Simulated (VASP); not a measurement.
# SnS2 (Berndtite-2T) (P-3m1) in VASP: further runs, part 2 of 3

VASP 6.6.1.

## (3) Relaxation of cell and atoms, PBE+D3(BJ)

This run uses another cell than the first one, of 22.57 Å³/atom, 1.006 times its volume.

The input, INCAR:

```
  ALGO = Normal
  EDIFF = 1E-7
  EDIFFG = -0.005
  ENCUT = 600
  GGA = PE
  IBRION = 2
  ISIF = 3
  ISMEAR = 0
  IVDW = 12
  KPAR = 4
  LASPH = True
  LCHARG = False
  LREAL = False
  LWAVE = False
  NELM = 80
  NSW = 90
  PREC = Accurate
  SIGMA = 0.03
```

The input, KPOINTS:

```
k-points
0
Gamma
  9 9 5
```

The input, POSCAR:

```
SnS2                                    
1.0
    3.6672149153     -0.0000000000      0.0000000000
   -1.8336074576      3.1759012778      0.0000000000
    0.0000000000      0.0000000000      5.8130287274
  Sn              S             
     1     2
Direct
     0.0000000000000000    0.0000000000000000    0.0000000000000000
     0.3333333332999970    0.6666666667000030    0.2543667571841926
     0.6666666667000030    0.3333333332999970    0.7456332428158073
```

Potentials or basis: VASP PAW PBE potentials, release 64 (Sn_d, S).

Command:

```bash
$ cat potpaw_PBE.64/Sn_d/POTCAR potpaw_PBE.64/S/POTCAR > POTCAR
$ mpirun -np 4 vasp_std > vasp.out
```

OUTCAR:

```text
EDIFF = 1E-7
   EDIFFG = -0.005
   ENCUT = 600
   GGA = PE
   IBRION = 2
   ISIF = 3
   ISMEAR = 0
   IVDW = 12
   LASPH = True
   LREAL = False
   NELM = 80
   NSW = 90
   PREC = Accurate
 IVDW          = 12

 ion  position               nearest neighbor table
   1  0.000  0.000  0.000-   2 2.58   3 2.58   2 2.58   3 2.58   3 2.58   2 2.58
   2  0.333  0.667  0.254-   1 2.58   1 2.58   1 2.58
   3  0.667  0.333  0.746-   1 2.58   1 2.58   1 2.58

  LATTYP: Found a hexagonal cell.
 ALAT       =     3.6672149153
 C/A-ratio  =     1.5851344581

  Lattice vectors:

 A1 = (   3.6672149153,   0.0000000000,   0.0000000000)
 A2 = (  -1.8336074576,   3.1759012778,   0.0000000000)
 A3 = (   0.0000000000,   0.0000000000,   5.8130287274)

Analysis of symmetry for initial positions (statically):
=====================================================================
 Subroutine PRICEL returns:
 Original cell was already a primitive cell.

 Routine SETGRP: Setting up the symmetry group for a
 hexagonal supercell.

 Subroutine GETGRP returns: Found 12 space group operations
 (whereof 12 operations were pure point group operations)
 out of a pool of 24 trial point group operations.

The static configuration has the point symmetry D_3d.

Analysis of symmetry for dynamics (positions and initial velocities):
=====================================================================
 Subroutine PRICEL returns:
 Original cell was already a primitive cell.

 Routine SETGRP: Setting up the symmetry group for a
 hexagonal supercell.

 Subroutine GETGRP returns: Found 12 space group operations
 (whereof 12 operations were pure point group operations)
 out of a pool of 24 trial point group operations.

The dynamic configuration has the point symmetry D_3d.

[... 179 lines left out ...]
     -0.00000      2.11727      1.47864         0.000000     -0.000000     -0.001722
      1.83361      1.05863      4.33439        -0.000000      0.000000      0.001722
 -----------------------------------------------------------------------------------
    total drift:                               -0.000000     -0.000000     -0.000000

  FREE ENERGIE OF THE ION-ELECTRON SYSTEM (eV)
  ---------------------------------------------------
  free  energy   TOTEN  =       -14.1386434669 eV

  energy  without entropy=      -14.1386434669  energy(sigma->0) =      -14.13864347

--------------------------------------- Ionic step        2  -------------------------------------------

 number of electron      25.9999999 magnetization

 Free energy of the ion-electron system (eV)
  ---------------------------------------------------
  ext. energy  EPLUGINS =         0.00000000
  ---------------------------------------------------
  free energy    TOTEN  =       -13.15380790 eV

  energy without entropy =      -13.15380790  energy(sigma->0) =      -13.15380790

 E-fermi :   5.0381     XC(G=0):  -9.6612

 val. band max:        4.8282321502   @ k =   0.0000   0.0000   0.0000
 cond. band min:       6.1346502637   @ k =   0.0000   0.4444   0.4000
 fundamental gap:      1.3064181135
 Fermi energy:         5.0380981975

 k-point     1 :       0.0000    0.0000    0.0000
  band No.  band energies     occupation
      1     -16.1899      2.00000
      2     -16.1899      2.00000
      3     -16.1507      2.00000
      4     -16.1244      2.00000
      5     -16.1244      2.00000
      6      -8.9784      2.00000
[... 457 lines left out ...]
      4     -16.1253      2.00000
      5     -16.1062      2.00000
      6      -8.0207      2.00000
[... 9 lines left out ...]
     16      10.6363      0.00000
     17      11.7413      0.00000

 [... further k-points ...]

------------------------ aborting loop because EDIFF is reached ----------------------------------------

 Edisp (eV)   -0.98484

 E8    (eV) :    -0.4024

  FORCE on cell =-STRESS in cart. coord.  units (eV):
  Direction    XX          YY          ZZ          XY          YZ          ZX
  --------------------------------------------------------------------------------------
  -------------------------------------------------------------------------------------
  Total       0.01097     0.01097     0.00237     0.00000     0.00000     0.00000
  in kB       0.25969     0.25969     0.05611     0.00000     0.00000     0.00000
  external pressure =        0.19 kB  Pullay stress =        0.00 kB

 VOLUME and BASIS-vectors are now :
 -----------------------------------------------------------------------------
  energy-cutoff  :      600.00
  volume of cell :       67.67
      direct lattice vectors                 reciprocal lattice vectors
     3.667089407 -0.000000000  0.000000000     0.272695833  0.157441013  0.000000000
    -1.833544703  3.175792584  0.000000000     0.000000000  0.314882025  0.000000000
    -0.000000000 -0.000000000  5.811041239     0.000000000  0.000000000  0.172086199

 POSITION                                       TOTAL-FORCE (eV/Angst)
 -----------------------------------------------------------------------------------
      3.66709     -0.00000      0.00000        -0.000000      0.000000     -0.000000
     -0.00000      2.11720      1.47805        -0.000000     -0.000000      0.004663
      1.83354      1.05860      4.33299         0.000000      0.000000     -0.004663
 -----------------------------------------------------------------------------------
    total drift:                                0.000000      0.000000      0.000000

  FREE ENERGIE OF THE ION-ELECTRON SYSTEM (eV)
  ---------------------------------------------------
  free  energy   TOTEN  =       -14.1386467176 eV

  energy  without entropy=      -14.1386467176  energy(sigma->0) =      -14.13864672

 reached required accuracy - stopping structural energy minimisation
```

OSZICAR:

```text
N       E                     dE             d eps       ncg     rms          rms(c)
DAV:   1     0.210275064128E+03    0.21028E+03   -0.13909E+04  1709   0.200E+03
[... 15 lines left out ...]
DAV:   1    -0.131538431696E+02    0.39092E-03   -0.98312E-04  2184   0.461E-01    0.354E-02
DAV:   2    -0.131538152348E+02    0.27935E-04   -0.78430E-05  2162   0.137E-01    0.175E-02
DAV:   3    -0.131538068149E+02    0.84199E-05   -0.25058E-05  2219   0.786E-02    0.446E-03
DAV:   4    -0.131538073305E+02   -0.51563E-06   -0.17374E-06  2212   0.125E-02    0.293E-03
DAV:   5    -0.131538076586E+02   -0.32809E-06   -0.97734E-08  1267   0.416E-03    0.109E-03
DAV:   6    -0.131538079096E+02   -0.25098E-06   -0.57231E-08  1003   0.257E-03    0.337E-04
DAV:   7    -0.131538078992E+02    0.10344E-07   -0.13163E-08   945   0.154E-03
   2 F= -.14138647E+02 E0= -.14138647E+02  d E =-.325072E-05
```

CONTCAR:

```text
SnS2
   1.00000000000000
     3.6670894066983952   -0.0000000000000020    0.0000000000000000
    -1.8335447032992009    3.1757925841626160    0.0000000000000000
    -0.0000000000000000   -0.0000000000000000    5.8110412394816704
  Sn              S
     1     2
Direct
     1.0000000000000000    0.0000000000000000    0.0000000000000000
     0.3333333332999970    0.6666666667000030    0.2543524669089092
     0.6666666667000030    0.3333333332999970    0.7456475330910908

  0.00000000E+00  0.00000000E+00  0.00000000E+00
  0.00000000E+00  0.00000000E+00  0.00000000E+00
  0.00000000E+00  0.00000000E+00  0.00000000E+00
```

It took 22 s on 4 MPI ranks of Intel Xeon Platinum 8488C (Sapphire Rapids), shared host; peak memory 0.25 GiB.

Results:

* Free energy: -14.1386 eV
* Relaxed volume: 22.56 Å³/atom
* Relaxed cell: a = 3.667 Å, b = 3.667 Å, c = 5.811 Å, α = 90.00°, β = 90.00°, γ = 120.00°
* Space group after relaxing (to 0.05 Å): P-3m1 (No. 164)
* Energy gained by relaxing: 0.0 meV/atom
* Ionic steps: 2
* Pressure after relaxing: 0.0 GPa
* Largest force after relaxing: 0.005 eV/Å
* Band gap on the k mesh: 1.31 eV, indirect (least direct gap 1.75 eV)
* Dispersion energy per atom: -0.328 eV

Forces on the atoms (eV/Å):
```
Sn   0.000  0.000  0.000
S    0.000  0.000  0.005
S    0.000  0.000 -0.005
```

Final structure:
```cif
data_structure
_symmetry_space_group_name_H-M 'P 1'
_symmetry_Int_Tables_number 1
_cell_length_a 3.6671
_cell_length_b 3.6671
_cell_length_c 5.8110
_cell_angle_alpha 90.000
_cell_angle_beta 90.000
_cell_angle_gamma 120.000
_cell_volume 67.67
loop_
_atom_site_label
_atom_site_type_symbol
_atom_site_fract_x
_atom_site_fract_y
_atom_site_fract_z
_atom_site_occupancy
Sn1 Sn 0.00000 0.00000 0.00000 1
S1 S 0.33333 0.66667 0.25435 1
S2 S 0.66667 0.33333 0.74565 1
```

Caveat: spin-orbit coupling is left out, which moves the levels of the heavy elements; an odd mesh through Γ misses points on the zone boundary, where band edges often lie.

## (4) Relaxation of cell and atoms, PBE+D3(BJ), target pressure 9.78 GPa, at which the enthalpy is minimised

The input, INCAR:

```
SYSTEM = SnS2
PREC = Accurate
ENCUT = 600
EDIFF = 1E-6
ISMEAR = 0
SIGMA = 0.03
LREAL = .False.
LASPH = .True.
NELM = 80
ALGO = Normal
ISIF = 3
LWAVE = .False.
LCHARG = .False.
GGA = PE
IVDW = 12
IBRION = 2
NSW = 90
EDIFFG = -0.01
PSTRESS = 97.8
```

The input, KPOINTS:

```
regular mesh
0
Gamma
  9 9 5
  0 0 0
```

The input, POSCAR:

```
SnS2
1.0
    3.6390000000      0.0000000000      0.0000000000
   -1.8195000000      3.1514664444      0.0000000000
    0.0000000000      0.0000000000      5.8680000000
Sn S
1 2
Direct
    0.0000000000      0.0000000000      0.0000000000
    0.3333333333      0.6666666667      0.2500000000
    0.6666666667      0.3333333333      0.7500000000
```

Potentials or basis: VASP PAW PBE potentials, release 64 (Sn_d, S).

Command:

```bash
$ cat potpaw_PBE.64/Sn_d/POTCAR potpaw_PBE.64/S/POTCAR > POTCAR
$ mpirun -np 1 vasp_std > vasp.out
```

OUTCAR:

```text
SYSTEM = SnS2
   PREC = Accurate
   ENCUT = 600
   EDIFF = 1E-6
   ISMEAR = 0
   LREAL = .False.
   LASPH = .True.
   NELM = 80
   ISIF = 3
   GGA = PE
   IVDW = 12
   IBRION = 2
   NSW = 90
   EDIFFG = -0.01
   PSTRESS = 97.8
 IVDW          = 12

 ion  position               nearest neighbor table
   1  0.000  0.000  0.000-   2 2.56   3 2.56   3 2.56   2 2.56   3 2.56   2 2.56
   2  0.333  0.667  0.250-   1 2.56   1 2.56   1 2.56
   3  0.667  0.333  0.750-   1 2.56   1 2.56   1 2.56

  LATTYP: Found a hexagonal cell.
 ALAT       =     3.6390000000
 C/A-ratio  =     1.6125309151

  Lattice vectors:

 A1 = (   3.6390000000,   0.0000000000,   0.0000000000)
 A2 = (  -1.8195000000,   3.1514664444,   0.0000000000)
 A3 = (   0.0000000000,   0.0000000000,   5.8680000000)

Analysis of symmetry for initial positions (statically):
=====================================================================
 Subroutine PRICEL returns:
 Original cell was already a primitive cell.

 Routine SETGRP: Setting up the symmetry group for a
 hexagonal supercell.

 Subroutine GETGRP returns: Found 12 space group operations
 (whereof 12 operations were pure point group operations)
 out of a pool of 24 trial point group operations.

The static configuration has the point symmetry D_3d.

Analysis of symmetry for dynamics (positions and initial velocities):
=====================================================================
 Subroutine PRICEL returns:
 Original cell was already a primitive cell.

 Routine SETGRP: Setting up the symmetry group for a
 hexagonal supercell.

 Subroutine GETGRP returns: Found 12 space group operations
 (whereof 12 operations were pure point group operations)
 out of a pool of 24 trial point group operations.

The dynamic configuration has the point symmetry D_3d.

 Subroutine INISYM returns: Found 12 space group operations
 (whereof 12 operations are pure point group operations),
 and found     1 'primitive' translations

[... 110 lines left out ...]
   EFERMI =   0.00;   METHOD = LEGACY
   ISMEAR =     0;   SIGMA  =   0.03  broadening in eV -4-tet -1-fermi 0-gaus
   EFERMI_NEDOS =   21; number of points for ismear=-14 and -15
   IALGO  =     38    algorithm
   IMIX   =      4    mixing-type and parameters
     AMIX     =   0.40;   BMIX     =  1.00
     AMIX_MAG =   1.60;   BMIX_MAG =  1.00
  volume/ion in A,a.u.               =      22.43       151.38
  Fermi-wavevector in a.u.,A,eV,Ry     =   1.192352  2.253218 19.343434  1.421702
  Thomas-Fermi vector in A             =   2.328392
   LORBIT       =      0    0 simple, 1 ext, 2 COOP (PROOUT), +10 PAW based schemes
   GGA     = PE    functional components
   LHFCALC =     F    Hartree Fock is set to
   AEXX    =    0.0000 exact exchange contribution
   IVDW    =    12    specifies the selected vdW correction
   LEPSILON=     F    determine dielectric tensor
   LRPA    =     F    only Hartree local field effects (RPA)
 conjugate gradient relaxation of ions
 non-spin polarized calculation
 Gauss-broadening in eV      SIGMA  =   0.03
  energy-cutoff  :      600.00
  volume of cell :       67.30
 maximum number of plane-waves:      2297
 NGX is ok and might be reduce to    30
   NGX = 15   NGY = 15   NGZ = 23

--------------------------------------- Ionic step        1  -------------------------------------------

 number of electron      25.9999995 magnetization

 Free energy of the ion-electron system (eV)
  ---------------------------------------------------
  ext. energy  EPLUGINS =         0.00000000
  ---------------------------------------------------
  free energy    TOTEN  =       -13.13939870 eV

  energy without entropy =      -13.13939870  energy(sigma->0) =      -13.13939870

 E-fermi :   4.9330     XC(G=0):  -9.6608

 val. band max:        4.7946884448   @ k =   0.0000   0.0000   0.0000
 cond. band min:       6.2497989582   @ k =   0.0000   0.4444   0.4000
 fundamental gap:      1.4551105134
 Fermi energy:         4.9330369435

 k-point     1 :       0.0000    0.0000    0.0000
  band No.  band energies     occupation
      1     -16.1447      2.00000
      2     -16.1447      2.00000
      3     -16.1002      2.00000
      4     -16.0718      2.00000
      5     -16.0718      2.00000
      6      -9.0629      2.00000
[... 595 lines left out ...]
  energy  without entropy=      -13.9495595638  energy(sigma->0) =      -13.94955956

  enthalpy is  TOTEN    =       -10.1702183052 eV   P V=        3.7793412586

[... ionic steps 4 to 15 ...]

--------------------------------------- Ionic step       16  -------------------------------------------

 number of electron      26.0000008 magnetization

------------------------ aborting loop because EDIFF is reached ----------------------------------------
[... 81 lines left out ...]
--------------------------------------- Ionic step       18  -------------------------------------------

 number of electron      26.0000008 magnetization

 Free energy of the ion-electron system (eV)
  ---------------------------------------------------
  ext. energy  EPLUGINS =         0.00000000
  ---------------------------------------------------
  free energy    TOTEN  =       -12.70057174 eV

  energy without entropy =      -12.70057174  energy(sigma->0) =      -12.70057174

 E-fermi :   7.8244     XC(G=0): -10.6114

 val. band max:        7.6690578931   @ k =   0.1111   0.0000   0.0000
 cond. band min:       8.2015024115   @ k =   0.3333   0.3333   0.0000
 fundamental gap:      0.5324445184
 Fermi energy:         7.8243881820

 k-point     1 :       0.0000    0.0000    0.0000
  band No.  band energies     occupation
      1     -14.0519      2.00000
      2     -14.0519      2.00000
      3     -13.9994      2.00000
      4     -13.9629      2.00000
      5     -13.9629      2.00000
      6      -7.6568      2.00000
[... 509 lines left out ...]
  energy  without entropy=      -13.8864034247  energy(sigma->0) =      -13.88640342

  enthalpy is  TOTEN    =       -10.4053881794 eV   P V=        3.4810152452

 reached required accuracy - stopping structural energy minimisation
```

OSZICAR:

```text
N       E                     dE             d eps       ncg     rms          rms(c)
DAV:   1     0.214627826604E+03    0.21463E+03   -0.13795E+04  1712   0.202E+03
DAV:   2     0.105251777358E+02   -0.20410E+03   -0.20017E+03  1884   0.445E+02
DAV:   3    -0.128167866895E+02   -0.23342E+02   -0.22777E+02  2096   0.131E+02
DAV:   4    -0.136261634607E+02   -0.80938E+00   -0.80808E+00  2202   0.253E+01
[... 146 lines left out ...]
DAV:   1    -0.127008762904E+02    0.54808E-02   -0.11710E-02  2164   0.144E+00    0.111E-01
DAV:   2    -0.127006407914E+02    0.23550E-03   -0.75875E-04  2214   0.379E-01    0.549E-02
DAV:   3    -0.127005707967E+02    0.69995E-04   -0.19946E-04  2221   0.235E-01    0.168E-02
DAV:   4    -0.127005708538E+02   -0.57062E-07   -0.14931E-05  2410   0.365E-02    0.952E-03
DAV:   5    -0.127005717412E+02   -0.88747E-06   -0.80648E-07  1072   0.201E-02
  18 F= -.10405388E+02 E0= -.10405388E+02  d E =-.465911E-04
```

Run time: 4 min. Hardware: 1 thread of Intel Xeon 6975P-C (Granite Rapids), shared host; peak memory 0.27 GiB.

What came out:

```yaml
Free_energy: -13.8864 eV
Relaxed_volume: 19.01 Å³/atom
Relaxed_cell: a = 3.570 Å, b = 3.570 Å, c = 5.167 Å, α = 90.00°, β = 90.00°, γ = 120.00°
Space_group_after_relaxing_to_0.05_Å: P-3m1 (No. 164)
Energy_change_on_relaxing_the_enthalpy_is_what_falls: +80.9 meV/atom
Ionic_steps: 18
Pressure_after_relaxing: 9.8 GPa
Band_gap_on_the_k_mesh: 0.53 eV, indirect (least direct gap 1.59 eV)
Dispersion_energy_per_atom: -0.395 eV
```

Forces on the atoms (eV/Å):
```
Sn   0.000  0.000  0.000
S    0.000  0.000  0.002
S    0.000  0.000 -0.002
```

Step by step:
| step | energy change (eV) | largest force (eV/Å) | pressure (GPa) | volume (Å³) |
| --- | --- | --- | --- | --- |
| 1 | 0.0000 | 0.2533 | 1.72 | 67.30 |
| 2 | 0.6480 | 2.2399 | 21.97 | 56.89 |
| 3 | 0.1797 | 1.1284 | 10.07 | 61.91 |
| 4 | 0.1783 | 0.7507 | 10.01 | 60.33 |
| 5 | 0.3986 | 0.4304 | 11.75 | 55.74 |
| 6 | 0.2754 | 0.0392 | 10.84 | 57.40 |
| 7 | 0.1924 | 0.1309 | 8.22 | 58.07 |
| 8 | 0.1811 | 0.1701 | 7.68 | 58.22 |
| 9 | 0.3289 | 0.3449 | 12.84 | 55.89 |
| 10 | 0.2336 | 0.0583 | 9.80 | 57.18 |
| 11 | 0.2351 | 0.0634 | 9.89 | 57.16 |
| 12 | 0.2372 | 0.0324 | 9.80 | 57.12 |
| 13 | 0.2384 | 0.0167 | 9.74 | 57.10 |
| 14 | 0.2385 | 0.0155 | 9.73 | 57.10 |
| 15 | 0.2388 | 0.0122 | 9.72 | 57.09 |
| 16 | 0.2387 | 0.0139 | 9.74 | 57.10 |
| 17 | 0.2386 | 0.0141 | 9.73 | 57.10 |
| 18 | 0.2428 | 0.0021 | 9.83 | 57.03 |

Final structure:
```
Sn S
1.0
     3.56982    0.00000    0.00000
    -1.78491    3.09155    0.00000
     0.00000    0.00000    5.16720
Sn S
1 2
Direct
  0.00000 0.00000 0.00000
  0.33333 0.66667 0.28413
  0.66667 0.33333 0.71587
```

Caveat: the cell is relaxed towards a set pressure, so the enthalpy falls and the energy may rise; the volume moved by over 15 % at a fixed basis, so the end points are rough; spin-orbit coupling is left out, which moves the levels of the heavy elements; an odd mesh through Γ misses points on the zone boundary, where band edges often lie.

[end of part 2 of 3]
